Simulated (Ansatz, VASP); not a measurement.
**One calculation of SiC, two programs**

INCAR

```
SYSTEM = SiC
PREC = Accurate
ENCUT = 520
EDIFF = 1E-7
ISMEAR = 0
SIGMA = 0.05
LREAL = .False.
LASPH = .True.
NELM = 80
ALGO = Normal
ISIF = 2
LWAVE = .False.
LCHARG = .False.
GGA = PE
NBANDS = 11
```

The input KPOINTS:

```
Automatic mesh
0
Gamma
  12 12 12
  0 0 0
```

Contents of POSCAR:

```
SiC
1.0
    0.0000000000      2.2066100000      2.1087800000
    2.2066100000      0.0000000000      2.1087800000
    2.2066100000      2.2066100000      0.0000000000
Si C
1 1
Direct
    0.0000000000      0.0000000000      0.0000000000
    0.7500000000      0.7500000000      0.7500000000
```

Input for Ansatz:

```yaml
crystal:
  lattice:
    - [0.0, 2.20661, 2.10878]
    - [2.20661, 0.0, 2.10878]
    - [2.20661, 2.20661, 0.0]
  atoms:
    - { symbol: Si, position: [0.0, 0.0, 0.0] }
    - { symbol: C, position: [0.75, 0.75, 0.75] }
basis:
  ecutwfc: 420
kpoints:
  mp_grid: { grid: [12, 12, 12] }
hamiltonian:
  xc: pbe
scf:
  occupations: { method: gaussian, width: 0.05 }
output:
  forces: true
  stress: true
  eigenvalues: true
```

Change from the starting cell: strain +0.015 along x and y, -0.030 along z, atoms carried along.

Alike in both runs: task single point; functional PBE; k mesh 12 × 12 × 12; occupations gaussian, width 0.05 eV; no spin polarisation.

|  | VASP | Ansatz |
| --- | --- | --- |
| version | VASP 6.6.1 | Ansatz 0.2.0 |
| potentials or method | VASP PAW PBE potentials, release 64 (Si, C) | scalar-relativistic, plane waves, PAW |
| plane-wave cutoff (eV) | 520 | 420 |
| valence electrons in the cell | 8 | 8 |

Ansatz gave:

```
gap on the k mesh at the Fermi level (eV)       : 0.90
least direct gap on the mesh (eV)               : 4.50
pressure (GPa)                                  : 4.8
largest component of the traceless stress (GPa) : 7.04
```

**Question.** Estimate VASP's values.

**Answer.** gap on the k mesh at the Fermi level (eV): 0.89; least direct gap on the mesh (eV): 4.49; pressure (GPa): 4.8; largest component of the traceless stress (GPa): 7.06.

With one functional, cell and mesh, what is left measures potentials, basis and numerics.

A k mesh can miss the band edges.
